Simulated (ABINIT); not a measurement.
Pd, 2 atoms in the cell. It takes space group P6_3/mmc (No. 194, hexagonal). The conventional cell has a = 2.784 Å, b = 2.784 Å, c = 4.629 Å, α = 90.00°, β = 90.00°, γ = 120.00°. Pd (site symmetry -6m2) is surrounded by 12 Pd at 2.78 to 2.82 Å. This isn't the form of Pd at room conditions, which is fcc.

| Item | Value |
| --- | --- |
| Program | ABINIT 10.8.3 (patched build) |
| Task | relaxation of cell and atoms |
| Functional | PBEsol |
| Potentials or basis | JTH PAW PBE v2.0 |
| Cutoff | 599 eV |
| k mesh | 11 × 11 × 6 |
| Occupations | fermi-dirac, width 0.05 eV |
| Spin | no spin polarisation |
| Target pressure | 10 GPa |
| Cell freedom (optcell) | 2 |
| Cutoff smearing ecutsm (Ha) | 0.5 |
| Optimiser (ionmov) | 2 |
| Force stop (Ha/bohr) | 5e-05 |
| Fine-grid cutoff | 1197.3 eV |

Potentials or basis: JTH PAW PBE v2.0.

Run with:

```console
$ abinit run.abi > log 2>&1
```

Hardware: 1 thread of Intel(R) Xeon(R) Platinum 8259CL CPU @ 2.50GHz (Skylake/Cascade Lake) (shared host).

How long does it take, and how much memory?

Wall time 8.3 min on 1 thread of Intel(R) Xeon(R) Platinum 8259CL CPU @ 2.50GHz (Skylake/Cascade Lake), with other jobs on the host, peak memory 0.18 GiB. Counts: scf iterations 84, mpi ranks 1, k points 64, bands 22, plane waves 1323, ion steps 7.
